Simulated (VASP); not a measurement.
Set up this calculation in VASP 6.6.1, as the native input.

| Item | Value |
| --- | --- |
| Task | dielectric tensor |
| Functional | PBE |
| Potentials or basis | VASP PAW PBE potentials, release 64 (N, B) |
| Cutoff | 520 eV |
| k mesh | 12 × 12 × 12 |
| Occupations | gaussian, width 0.02 eV |
| Spin | no spin polarisation |
| Further INCAR settings | ALGO = Fast; EDIFF = 1e-08 |

The structure of BN lies in POSCAR:

```
BN
1.0
    0.0000000000      1.8130010000      1.8130010000
    1.8130010000      0.0000000000      1.8130010000
    1.8130010000      1.8130010000      0.0000000000
N B
1 1
Direct
    0.2500000000      0.2500000000      0.2500000000
    0.0000000000      0.0000000000      0.0000000000
```

The cell is a database's computed one.

The input as run:

INCAR

```
PREC     = Accurate       # precision mode
ENCUT    = 520            # plane-wave cutoff, eV
EDIFF    = 1E-8           # SCF threshold, eV
ISMEAR   = 0              # smearing method
SIGMA    = 0.02           # smearing width, eV
LREAL    = F              # projectors in reciprocal space
LASPH    = T              # aspherical terms in the spheres
NELM     = 80             # most SCF steps
ALGO     = Fast           # electronic algorithm
ISIF     = 2              # what is computed and relaxed
LWAVE    = F              # write WAVECAR
LCHARG   = F              # write CHGCAR
GGA      = PE             # functional
LEPSILON = T              # dielectric tensor by DFPT
```

KPOINTS

```
Automatic mesh
0
Gamma
  12 12 12
```

Potentials or basis: VASP PAW PBE potentials, release 64 (N, B).

Launch:

```console
$ cat potpaw_PBE.64/N/POTCAR potpaw_PBE.64/B/POTCAR > POTCAR
$ mpirun -np 1 vasp_std > vasp.out
```

It gave:

```
Band gap on the k mesh                  : 4.45 eV, indirect (least direct gap 8.78 eV)
Electronic dielectric tensor (diagonal) : 4.62
Born charges (mean of the diagonal)     : N -1.91; B +1.91 e
```

Run time: 65 s on 1 thread of Intel(R) Xeon(R) Platinum 8488C (Sapphire Rapids), on a shared host, peak memory 0.18 GiB.
